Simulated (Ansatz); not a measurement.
# TiO2 (C2/c) in Ansatz: band structure with HSE06

Aim: the band structure of TiO2 with HSE06.

Everything below comes from runs of Ansatz 0.2.0. Logs are shortened: lines on timing, memory, paths and dates and some standing lists are left out, and cuts for length are marked.

## Step 1: The structure

The structure is monoclinic, space group C2/c (No. 15). The conventional cell has a = 5.412 Å, b = 5.413 Å, c = 5.472 Å, α = 90.00°, β = 118.77°, γ = 90.00°. Around Ti (site symmetry 2) lie 6 O at 1.93 to 2.00 Å. Around O (site symmetry 1) lie 3 Ti at 1.93 to 2.00 Å.

The cell is a database's computed one.

## Step 2: Band structure, HSE06

Contents of input:

```
crystal:
  lattice:
    - [2.706034, -2.706655, 0.0]
    - [2.706034, 2.706655, 0.0]
    - [-2.633531, 0.0, 4.796637]
  atoms:
    - { symbol: Ti, position: [0.86589, 0.13411, 0.75] }
    - { symbol: Ti, position: [0.13411, 0.86589, 0.25] }
    - { symbol: O, position: [0.088755, 0.331221, 0.167149] }
    - { symbol: O, position: [0.911245, 0.668779, 0.832851] }
    - { symbol: O, position: [0.668779, 0.911245, 0.332851] }
    - { symbol: O, position: [0.331221, 0.088755, 0.667149] }
hamiltonian:
  xc: hse06
  pseudopotentials: { kind: paw }
kpoints:
  mp_grid: { grid: [6, 6, 4] }
  band_path:
    path:
      - [[0.0, 0.0, 0.0], [-0.4612513445, -0.4612513445, 0.0808612034], [-0.5021272409, -0.5021272409, 0.252610114], [-0.5, -0.5, 0.5], [-0.5794315881, -0.4205684119, 0.5]]
      - [[-0.4205684119, 0.4205684119, 0.5], [0.0, 0.0, 0.5], [-0.4203754482, -0.4203754482, 0.9091122929], [-0.4978727591, -0.4978727591, 0.747389886]]
      - [[-0.5796245518, 0.4203754482, 0.0908877071], [-0.5387486555, 0.4612513445, -0.0808612034], [-0.5, 0.5, 0.0], [0.0, 0.0, 0.0], [-0.5, 0.0, 0.0]]
      - [[-0.5, 0.0, 0.5], [0.0, 0.0, 0.0]]
    npoints: 4
scf:
  occupations: { method: fermi_dirac, width: 0.05 }
  n_extra_bands: 15
output:
  forces: true
  stress: true
  eigenvalues: true
  fatbands: false
  write_density: true
  write_potential: true
  elf: true
  volumetric_format: npy
```

Potentials or basis: Ansatz PAW.

The log of the run:

```text
Warning: output.stress: scf.convergence.dr2_threshold = 1e-7 eV (the SCF's general default) is looser than the 6e-10 eV advised for a printed stress (1e-10 eV for each atom of the cell: 6). What an SCF threshold leaves in a stress goes as its square root, and in the free energy as the threshold itself, and one threshold admits the most on a small cell: of the crystals measured, under no hybrid functional and no lock of the moments, on runs that ended without the residual-converged pass, on stresses that held no estimate of that error, the worst erred by over 100 MPa in a component at 1e-7 eV an atom and by under 5 at 1e-10. Set scf.convergence.dr2_threshold to 6e-10 eV or tighter. The threshold is an SCF's pass mark: one that does not reach it within its budget of iterations ends unconverged, or closes short of it on a stop that the run arms, and scf.convergence.dr2_threshold's page says what that costs each kind of run
Warning: output.stress: scf.exx.energy_threshold = 1e-6 eV is looser than the 6e-8 eV advised for a stress under a hybrid functional (1e-8 eV for each atom of the cell: 6). Every SCF of the exchange loop can meet its threshold on dr2 while the loop round them stops early: no threshold on dr2 bounds what that leaves in the stress. Set scf.exx.energy_threshold to 6e-8 eV or tighter. The threshold is the loop's pass mark: a loop that does not reach it within its budget of cycles ends unconverged, and scf.exx.energy_threshold's page has the law
scf.n_extra_bands = 15 over 24 filled bands (N_el = 48.0): the run solves 39 bands
GPUs: using 1 of 1 available (devices: 1).
Engine: ansatz 0.2.0, x86_64-unknown-linux-gnu
Pseudopotentials: kind: paw
Pseudopotential: Ti, paw, valence charge 12, recommended cutoff 420 eV (normal), Ti.paw.azcp
Pseudopotential: O, paw, valence charge 6, recommended cutoff 420 eV (normal), O.paw.azcp
Functional definition: HSE06
  parameter a = 0.25
  parameter omega = 0.11/bohr
  exchange = pbe_x - a*pbe_x_sr(omega) + a*exact_x_sr(omega)
  correlation = pbe_c
device memory: the entry about to start is reckoned to put 1.9 GiB on a device that reports 69.4 GiB free (of which the cap on the GPU budget leaves the run 18.0 GiB)
GPU FFT provider: cuFFT
GPU libraries: cuBLAS 13.8.2, cuFFT 12.4.0, cuSOLVER 12.3.4
Crystal: 6 atoms, lattice volume = 70.264 Å³
Basis set: ecut = 420 eV, 1363 PW (Γ), exchange–correlation on 54×54×80 points (8 copies of the dense FFT grid, shifted against one another)
Bands: 39, of which v1, the nominal top of the filled ones, is band 24 counted from 1 (23 counted from 0)
Symmetry: 4 space group operations
Space group: C2/c (ITA 15), of the structure as read, at distance tolerance 4.1e-5 Å
k-points: 47 of 144
Non-local potential: Ti, projectors of the file, l = 0: 3, l = 1: 2, l = 2: 3, l = 3: 1
Non-local potential: O, projectors of the file, l = 0: 2, l = 1: 2, l = 2: 1
PAW form: soft (Blöchl's): semilocal exchange-correlation on the pseudo side does not see the compensation charge
PAW frozen core: Ti, regenerated for the run's functional, and the local potential with it (the file was generated under x = pbe(κ = 0.804, μ = 0.2195149727645171), c = pbe(β = 0.06672455060314922))
PAW frozen core: O, regenerated for the run's functional, and the local potential with it (the file was generated under x = pbe(κ = 0.804, μ = 0.2195149727645171), c = pbe(β = 0.06672455060314922))
PAW one-centre angular grid: Ti, 590 points (default); XC on 64 Gauss nodes
PAW one-centre angular grid: O, 110 points (default); XC on 96 Gauss nodes
Initial density: superposition of atomic densities (neutral atoms: chi_scale 0, normalization atom), corrected by the library's trained network
Initial wavefunctions: pseudopotential atomic-orbital guess
GPU buffer pool allocated for 29160 grid points (all kernels)
GPU transforms: local potential and band sums: pruned to the plane-wave sphere, on 25×25×40
Functional: x = pbe(κ = 0.804, μ = 0.2195149727645171), c = pbe(β = 0.06672455060314922), warm-up for x = pbe(κ = 0.804, μ = 0.2195149727645171) + 0.25 (exact − pbe) at short range (hse, ω = 0.20786987370883472 Å⁻¹), c = pbe(β = 0.06672455060314922); HSE06 as pw.x's `hse` composes it (authors' and Libxc's form: `xc: wpbeh`)
SCF iter   1: F=—  HF=-7277.495030 eV  |F-HF|=—  |Δ(HF+E_count)|=         —  Δρ=3.18e-3  dr2=2.36e-3  ethr=1.77e-3  ⟨swp⟩=11.6  Hψ=8188  notcnv=0
preconditioner: auto → none  [insulator: Δε(μ)=2.083 eV  Ē_g=13.241 eV  σ=0.050 eV  W_gap=1.00  n_scr=18 (ndim 8)  ℏωp=25.1 eV  f_vac=0.106  D(μ)=0.00/eV (n_scr^D=0)]
SCF iter   2: F=—  HF=-7277.496810 eV  |F-HF|=—  |Δ(HF+E_count)|=   1.78e-3  Δρ=2.05e-3  dr2=2.00e-3  ethr=4.92e-6  ⟨swp⟩=5.3  Hψ=5505  notcnv=0  defer=16
SCF iter   3: F=—  HF=-7277.497013 eV  |F-HF|=—  |Δ(HF+E_count)|=   2.02e-4  Δρ=1.52e-3  dr2=1.21e-3  ethr=4.16e-6  ⟨swp⟩=3.1  Hψ=3113  notcnv=0  defer=3
iter 4 solved again at ethr=7.47e-8 eV; its pass at ethr=2.51e-6 eV (dr2=3.59e-5 eV) is discarded
SCF iter   4: F=-7277.497090 eV  HF=-7277.497074 eV  |F-HF|=1.62e-5  |Δ(HF+E_count)|=   6.16e-5  Δρ=3.24e-4  dr2=3.27e-5  ethr=7.47e-8  ⟨swp⟩=3.0  Hψ=6425  notcnv=0  defer=1
SCF 1 stopped early in 4 iterations: F = -7277.497090 eV  dr2 = 3.27e-5
device memory: the entry about to start is reckoned to put 2.4 GiB (of the 2.6 GiB reckoned in all, the device holds 0.2 GiB already) on a device that reports 69.2 GiB free (of which the cap on the GPU budget leaves the run 17.8 GiB)
GPU FFT provider: cuFFT
GPU libraries: cuBLAS 13.8.2, cuFFT 12.4.0, cuSOLVER 12.3.4
Initial density: handed on by an earlier stage of this run
Initial wavefunctions: those handed on with the density
GPU buffer pool allocated for 29160 grid points (all kernels)
GPU transforms: local potential and band sums: pruned to the plane-wave sphere, on 25×25×40
Functional: x = pbe(κ = 0.804, μ = 0.2195149727645171) + 0.25 (exact − pbe) at short range (hse, ω = 0.20786987370883472 Å⁻¹), c = pbe(β = 0.06672455060314922); HSE06 as pw.x's `hse` composes it (authors' and Libxc's form: `xc: wpbeh`)
Exchange kernel: α = 0.2500, screened, ω = 0.2079 Å⁻¹, Wigner–Seitz truncation, v(0) = 1046.5269 eV·Å³, q-mesh 6×6×4, nearest image of the exchange supercell L = 21.89 Å, pair-density grid 18×18×24, without the augmentation charges, whose exchange is taken in its separable form by FFT convolution over the k-point mesh (sized by the pseudopotential files, 24×24×36 at the most), smooth part of the exact exchange by density-matrix convolution in up to 4.33 GiB of GPU memory as planned if the GPU has room (build and FFT work areas not counted)
Frozen-core exchange: fock
SCF iter   1: F=—  HF=-7276.234500 eV  |F-HF|=—  |Δ(HF+E_count)|=         —  Δρ=3.76e-2  dr2=1.40e0  ethr=6.82e-7  ⟨swp⟩=8.0  Hψ=9361  notcnv=0
preconditioner: auto → none  [insulator: Δε(μ)=4.365 eV  Ē_g=15.988 eV  σ=0.050 eV  W_gap=1.00  n_scr=18 (ndim 8)  ℏωp=25.1 eV  f_vac=0.107  D(μ)=0.00/eV (n_scr^D=0)]
SCF iter   2: F=—  HF=-7276.159677 eV  |F-HF|=—  |Δ(HF+E_count)|=   7.48e-2  Δρ=4.46e-2  dr2=1.40e0  ethr=6.82e-7  ⟨swp⟩=5.1  Hψ=8530  notcnv=0
SCF iter   3: F=—  HF=-7275.886219 eV  |F-HF|=—  |Δ(HF+E_count)|=   2.73e-1  Δρ=5.30e-3  dr2=2.72e-2  ethr=6.82e-7  ⟨swp⟩=5.0  Hψ=8041  notcnv=0
SCF iter   4: F=—  HF=-7275.922745 eV  |F-HF|=—  |Δ(HF+E_count)|=   3.65e-2  Δρ=2.94e-3  dr2=8.38e-3  ethr=6.82e-7  ⟨swp⟩=4.1  Hψ=6585  notcnv=0
SCF iter   5: F=—  HF=-7275.920967 eV  |F-HF|=—  |Δ(HF+E_count)|=   1.78e-3  Δρ=8.81e-4  dr2=2.37e-4  ethr=6.82e-7  ⟨swp⟩=3.9  Hψ=5053  notcnv=0
SCF iter   6: F=—  HF=-7275.921490 eV  |F-HF|=—  |Δ(HF+E_count)|=   5.23e-4  Δρ=4.23e-4  dr2=6.46e-5  ethr=3.55e-7  ⟨swp⟩=3.1  Hψ=3690  notcnv=0  defer=1
SCF iter   7: F=-7275.921474 eV  HF=-7275.921474 eV  |F-HF|=9.72e-8  |Δ(HF+E_count)|=   1.60e-5  Δρ=5.65e-5  dr2=4.72e-6  ethr=1.26e-7  ⟨swp⟩=2.9  Hψ=3070  notcnv=0  defer=11
SCF 2 stopped early in 7 iterations: F = -7275.921474 eV  dr2 = 4.72e-6
  Residual-converged pass: ⟨swp⟩=4.0  Hψ=4773  notcnv=0  max |occ|·‖R‖ = 5.7e-6 eV (tolerance 6.7e-6 eV)  dr2=4.71e-6  dr2_onsite=1.10e-7  max |Δocc| = 3.0e-21
hybrid outer 1: dexx = +4.504e-2 eV, tail = 1.20e-4 eV
GPU FFT provider: cuFFT
GPU libraries: cuBLAS 13.8.2, cuFFT 12.4.0, cuSOLVER 12.3.4
GPU buffer pool allocated for 29160 grid points (all kernels)
GPU transforms: local potential and band sums: pruned to the plane-wave sphere, on 25×25×40
Exchange kernel: α = 0.2500, screened, ω = 0.2079 Å⁻¹, Wigner–Seitz truncation, v(0) = 1046.5269 eV·Å³, q-mesh 6×6×4, nearest image of the exchange supercell L = 21.89 Å, pair-density grid 18×18×24, without the augmentation charges, whose exchange is taken in its separable form by FFT convolution over the k-point mesh (sized by the pseudopotential files, 24×24×36 at the most), smooth part of the exact exchange by density-matrix convolution in up to 4.33 GiB of GPU memory as planned if the GPU has room (build and FFT work areas not counted)
Frozen-core exchange: fock
SCF iter   1: F=—  HF=-7275.920057 eV  |F-HF|=—  |Δ(HF+E_count)|=         —  Δρ=8.36e-5  dr2=2.34e-6  ethr=1.25e-6  ⟨swp⟩=4.7  Hψ=4307  notcnv=0
preconditioner: auto → none  [insulator: Δε(μ)=3.544 eV  Ē_g=15.480 eV  σ=0.050 eV  W_gap=1.00  n_scr=18 (ndim 8)  ℏωp=25.1 eV  f_vac=0.109  D(μ)=0.00/eV (n_scr^D=0)]
SCF iter   2: F=—  HF=-7275.920060 eV  |F-HF|=—  |Δ(HF+E_count)|=   3.16e-6  Δρ=4.15e-5  dr2=1.17e-6  ethr=3.76e-9  ⟨swp⟩=4.3  Hψ=4431  notcnv=0  defer=1
SCF iter   3: F=—  HF=-7275.920060 eV  |F-HF|=—  |Δ(HF+E_count)|=   1.23e-7  Δρ=1.53e-5  dr2=5.23e-8  ethr=2.14e-9  ⟨swp⟩=2.4  Hψ=2991  notcnv=0  defer=6
SCF iter   4: F=—  HF=-7275.920060 eV  |F-HF|=—  |Δ(HF+E_count)|=   1.25e-7  Δρ=3.23e-6  dr2=1.03e-8  ethr=8.28e-11  ⟨swp⟩=5.1  Hψ=5638  notcnv=0  defer=9
SCF iter   5: F=-7275.920060 eV  HF=-7275.920060 eV  |F-HF|=4.04e-10  |Δ(HF+E_count)|=   2.38e-9  Δρ=7.20e-7  dr2=5.62e-10  ethr=1.73e-11  ⟨swp⟩=3.1  Hψ=3169  notcnv=0  defer=1
SCF 3 converged in 5 iterations: F = -7275.920060 eV  dr2 = 5.62e-10
  Residual-converged pass: ⟨swp⟩=3.0  Hψ=3708  notcnv=0  max |occ|·‖R‖ = 7.1e-7 eV (tolerance 7.7e-7 eV)  dr2=5.96e-10  dr2_onsite=3.55e-11  max |Δocc| = 1.3e-25
hybrid outer 2: dexx = +2.494e-6 eV, tail = 4.21e-8 eV, Δε = 2.79e-3 eV (about 5.43e-5 eV left of the loop's levels), ΔF = 5.22e-3 eV/Å (tail 6.86e-4)
device memory: the entry about to start is reckoned to put 0.7 GiB on a device that reports 58.6 GiB free (of which the cap on the GPU budget leaves the run 18.0 GiB)
NSCF: frozen V_eff on 52 k-points, pencils in batches of 32, up to order 172
hybrid SCF converged: 2 outer / 12 inner (+4 warm-up), last move |dexx| = 2.49e-6 eV, tail = 4.21e-8 eV
Stability not checked: this state was not tested for a lower state beside it, because the functional holds exact exchange (a hybrid, or Hartree-Fock), whose exchange loop this test does not read (fock_operator; see scf.lower_state_search)
Free energy (F): -7275.920060 eV
Frozen-core exchange: fock
Harris-Foulkes:  -7275.920060 eV  (|F-HF|=4.04e-10)
Internal energy: -7275.920060 eV  (E = F + TS)
E sigma→0 (E₀):  -7275.920060 eV
Fermi energy:    7.736906 eV
--- Per-component energies (eV) ---
  E_band       = -589.620346
  E_kinetic    = 1245.685066
  E_local      = -3588.254768  (includes V_loc(G=0)·N_el)
  E_nonlocal   = 185.073338
  E_hartree    = 1382.382909
  E_xc         = -395.803418
  E_vxc        = -496.782979  (∫ρ·V_xc dr)
  E_exx        = -156.624759  (= α·E_x^exact, valence–valence)
  E_paw        = -2657.864328  (= ΣΔE_a)
  E_vpaw       = -386.867553  (= ΣTr[D̂ρ^β])
  E_aug_tail   = 0.010081  (compensation charges beyond the density's cutoff)
  E_ewald      = -3290.073663
  E_core_change = -0.450516  (= ΣΔE_core)
  E_smearing   = -0.000000  (= −TS)
  E_closure    = -0.000002  (closes the sum)
  Σ components = -7275.920060   (vs F -7275.920060, Δ=9.09e-13)
--- Forces (eV/Å), atoms counted from 1 ---
  atom   1  Ti     0.00000000    -0.04949497     0.00000000
  atom   2  Ti     0.00000000     0.04949497     0.00000000
  atom   3  O      0.03019273     0.07092064    -0.38797909
  atom   4  O     -0.03019273    -0.07092064     0.38797909
  atom   5  O     -0.03019273     0.07092064     0.38797909
  atom   6  O      0.03019273    -0.07092064    -0.38797909
  max |Σ_I F_I| component: 3.47e-18 eV/Å
--- Stress (GPa, compression-positive) ---
       -8.822898       0.000000      -0.459744
        0.000000      -8.859812       0.000000
       -0.459744       0.000000      -9.134426
  P = ⅓ Tr σ = -8.9390 GPa (-89.390 kbar)
--- Band table (eV; the first three rows and the last of 47) ---
  k-point 0: bands = ["-54.8379", "-54.7820", "-29.6325", "-29.4066", "-29.4065", "-29.3416", "-29.3400", "-29.2421", "-13.3147", "-12.2544", "-12.1286", "-11.7741", "1.7397", "1.8754", "1.8817", "2.2459", "3.6867", "3.7291", "3.7377", "5.0884", "5.1283", "5.1499", "5.4579", "5.4631", "9.4672", "10.2960", "11.4009", "11.4118", "11.4873", "11.4991", "12.2169", "12.5300", "12.5746", "13.6067", "14.8911", "19.7286", "20.9072", "23.7554", "23.7578"]
  k-point 1: bands = ["-54.8297", "-54.7902", "-29.5773", "-29.4214", "-29.4208", "-29.3281", "-29.3255", "-29.2992", "-13.1388", "-12.3271", "-12.1690", "-11.8606", "1.8830", "1.9217", "1.9414", "2.0193", "3.7644", "3.7728", "4.1461", "4.7515", "4.7883", "4.8014", "5.6858", "5.6882", "9.5811", "10.1663", "11.3141", "11.3272", "11.5904", "11.5974", "12.0967", "12.4029", "12.6620", "13.7086", "15.3269", "18.5972", "22.4918", "23.6135", "24.0085"]
  k-point 2: bands = ["-54.8100", "-54.8100", "-29.4456", "-29.4456", "-29.4277", "-29.4277", "-29.3144", "-29.3144", "-12.7204", "-12.7204", "-12.0393", "-12.0393", "1.9597", "1.9597", "1.9881", "1.9881", "3.8290", "3.8290", "4.4646", "4.4646", "4.5472", "4.5472", "5.7950", "5.7950", "9.8659", "9.8659", "11.2931", "11.2931", "11.6407", "11.6407", "12.1635", "12.1635", "13.0557", "13.0557", "17.0401", "17.0401", "23.2584", "23.2584", "24.3122"]
  k-point 46: bands = ["-54.8067", "-54.8067", "-29.5905", "-29.5905", "-29.4474", "-29.4474", "-29.2834", "-29.2834", "-11.9210", "-11.9210", "-11.5888", "-11.5888", "1.1626", "1.1626", "1.4107", "1.4107", "1.9387", "1.9387", "3.1170", "3.1170", "3.7705", "3.7705", "5.8971", "5.8971", "10.8064", "10.8064", "11.2727", "11.2727", "12.4430", "12.4430", "13.8924", "13.8924", "14.8876", "14.8876", "19.4673", "19.4673", "20.1987", "20.1987", "23.6721"]
```

It took 3.1 min on 1 × NVIDIA H100 80GB HBM3 with 2 threads of AMD EPYC 7R13 (Zen 3), shared host; peak memory 3 GiB.

What came out:

```
Free energy             : -7275.9201 eV
Pressure                : -8.9 GPa
Largest force           : 0.396 eV/Å
Band gap on the k mesh  : 3.54 eV, indirect (least direct gap 3.89 eV)
Band gap along the path : 3.54 eV, indirect (least direct gap 4.00 eV)
```

Forces on the atoms (eV/Å):
```
Ti   0.000 -0.049  0.000
Ti   0.000  0.049  0.000
O    0.030  0.071 -0.388
O   -0.030 -0.071  0.388
O   -0.030  0.071  0.388
O    0.030 -0.071 -0.388
```

Levels at the corners of the path, in eV from the valence-band top:
```
point  band 22  band 23  band 24  band 25  band 26  band 27
    Γ    -0.77    -0.47    -0.46     3.54     4.37     5.48
    Y    -1.64    -0.15    -0.05     4.89     4.97     5.08
    F    -1.62    -0.25    -0.13     4.96     5.10     5.13
    L    -2.15    -0.03    -0.03     4.88     4.88     5.35
    I    -1.99    -0.07    -0.07     4.84     4.84     5.29
   I1    -1.99    -0.07    -0.07     4.84     4.84     5.29
    Z    -1.38    -0.13    -0.13     3.94     3.94     5.37
    H    -1.87    -0.06    -0.05     4.82     4.86     5.11
   F1    -1.62    -0.25    -0.13     4.96     5.10     5.13
   H1    -1.87    -0.06    -0.05     4.82     4.86     5.11
   Y1    -1.64    -0.15    -0.05     4.89     4.97     5.08
    X    -2.00    -0.02     0.00     4.86     4.89     5.15
    Γ    -0.77    -0.47    -0.46     3.54     4.37     5.48
    N    -0.97    -0.97    -0.68     4.84     4.98     5.00
    M    -0.96    -0.95    -0.69     4.69     5.11     5.12
    Γ    -0.77    -0.47    -0.46     3.54     4.37     5.48
```

Caveat: the pressure holds a Pulay correction of +0.5 GPa for the finite cutoff; the PAW data sets come from PBE, with cores solved anew for the run's functional, which leaves a small shift of forces and pressure; the thresholds are loose for stress.
